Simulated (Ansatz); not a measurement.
CdSe: deformation potentials from a series

```
CELL_PARAMETERS angstrom
0.00000 3.07027 3.07027
3.07027 0.00000 3.07027
3.07027 3.07027 0.00000
ATOMIC_POSITIONS crystal
Cd 0.00000 0.00000 0.00000
Se 0.25000 0.25000 0.25000
```

Atom numbers follow the list: Cd1, Se2.

The cell is the one relaxed in the Materials Project (mp-2691), not relaxed further here; entries there can be hypothetical.

The calculation used DFT, PBE, all-electron LAPW, scalar-relativistic (Ansatz 0.2.0).

Settings: a Γ-centred 8×8×8 k mesh, Fermi–Dirac smearing of 0.03 eV, basis error target 1 meV/atom, no spin polarisation.

The cell is scaled evenly. Fractional coordinates are held (clamped ions).

Only quantities that a quadratic follows smoothly over the whole series are listed; rougher ones are left out.

| ln(V/Vcell) | direct gap at Γ (eV) | smallest gap on mesh and path (eV) |
| --- | --- | --- |
| -0.0619 | 0.677 | 0.677 |
| -0.0408 | 0.634 | 0.634 |
| -0.0202 | 0.592 | 0.592 |
| 0.0000 | 0.550 | 0.550 |
| 0.0100 | 0.530 | 0.530 |
| 0.0392 | 0.469 | 0.469 |

**Question.** Fit the series and give the slopes at zero strain.

**Answer.** Least-squares fits y = p0 + p1 x + p2 x² to the rows give direct gap at Γ (eV): p1 = -2.06, p2 = -0.28; smallest gap on mesh and path (eV): p1 = -2.06, p2 = -0.28. So dEg/dln V = -2.1 eV for the direct gap at Γ, the fundamental gap of this crystal. Semilocal gaps are too small, but their slopes carry over better.

**Question.** One run, at ln(V/Vcell) = -0.0101, is withheld. Predict its row.

**Answer.** The fits give 0.571, 0.571; the run gave 0.571, 0.571.
